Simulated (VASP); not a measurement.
Input of a VASP 6.6.1 run:

The input INCAR:

```
  PREC = Accurate
  ENCUT = 600
  EDIFF = 1E-6
  ISMEAR = 1
  SIGMA = 0.1
  LREAL = False
  LASPH = True
  NELM = 80
  ALGO = Normal
  ISIF = 3
  LWAVE = False
  LCHARG = False
  IBRION = 2
  NSW = 90
  EDIFFG = -0.01
```

File KPOINTS:

```
regular mesh
0
Gamma
  15 15 11
```

The input POSCAR:

```
TiB2
1.0
    3.0292000000      0.0000000000      0.0000000000
   -1.5146000000      2.6233641531      0.0000000000
    0.0000000000      0.0000000000      3.2284000000
Ti B
1 2
Direct
    0.0000000000      0.0000000000      0.0000000000
    0.3333333333      0.6666666667      0.5000000000
    0.6666666667      0.3333333333      0.5000000000
```

Potentials or basis: VASP PAW LDA potentials, release 64 (Ti_sv, B).

Launch:

```bash
$ cat potpaw_LDA.64/Ti_sv/POTCAR potpaw_LDA.64/B/POTCAR > POTCAR
$ mpirun -np 1 vasp_std > vasp.out
```

(1) Predict the band gap on the k mesh.

(2) What does it give for the space group after relaxing (to 0.05 Å)?

(3) Estimate the relaxed volume.

(4) Predict the relaxed cell.

Results:

(1) none (metal or under the smearing width).

(2) P6/mmm (No. 191).

(3) 8.20 Å³/atom.

(4) a = 2.996 Å, b = 2.996 Å, c = 3.163 Å, α = 90.00°, β = 90.00°, γ = 120.00°.
